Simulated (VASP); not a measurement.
Set up this calculation in VASP 6.6.1, as the native input.

* Task: single point
* Functional: PBE
* Potentials or basis: VASP PAW PBE potentials, release 64 (Ti_sv, S)
* Cutoff: 520 eV
* k mesh: 12 × 12 × 4
* Occupations: fermi-dirac, width 0.02 eV
* Spin: no spin polarisation
* Dipole correction: no
* Further INCAR settings: ALGO = Normal; EDIFF = 1e-06; NBANDS = 19

The structure of TiS2 lies in POSCAR:

```
TiS2
1.0
    3.4106015401      0.0000000000      0.0000000000
   -1.7053007700      2.9536675759      0.0000000000
    0.0000000000      0.0000000000      5.7387202278
Ti S
1 2
Direct
    0.0000000000      0.0000000000      0.0000000000
    0.3333333333      0.6666666667      0.2449123195
    0.6666666667      0.3333333333      0.7550876805
```

The cell was built by a generator and needn't be a form met in nature.

These files were run (other wordings do the same):

INCAR

```
SYSTEM = TiS2
PREC = Accurate
ENCUT = 520
EDIFF = 1E-6
ISMEAR = -1
SIGMA = 0.02
LREAL = .FALSE.
LASPH = .TRUE.
NELM = 100
ALGO = Normal
ISIF = 2
LWAVE = .FALSE.
LCHARG = .FALSE.
GGA = PE
NBANDS = 19
```

KPOINTS

```
Automatic mesh
0
G
  12 12 4
  0 0 0
```

Potentials or basis: VASP PAW PBE potentials, release 64 (Ti_sv, S).

The run is started by

```console
$ cat potpaw_PBE.64/Ti_sv/POTCAR potpaw_PBE.64/S/POTCAR > POTCAR
$ mpirun -np 1 vasp_std > vasp.out
```

Results of the run:

```yaml
Pressure: 1.6 GPa
Largest_force: 0.110 eV/Å
Band_gap_on_the_k_mesh: none (metal or under the smearing width)
```

Caveat: this functional lacks dispersion, which binds the layers, so the pressure and a relaxed spacing across them are unreliable.

It took 68 s on 1 thread of Intel(R) Xeon(R) Platinum 8488C (Sapphire Rapids), with other jobs on the host, peak memory 0.22 GiB.
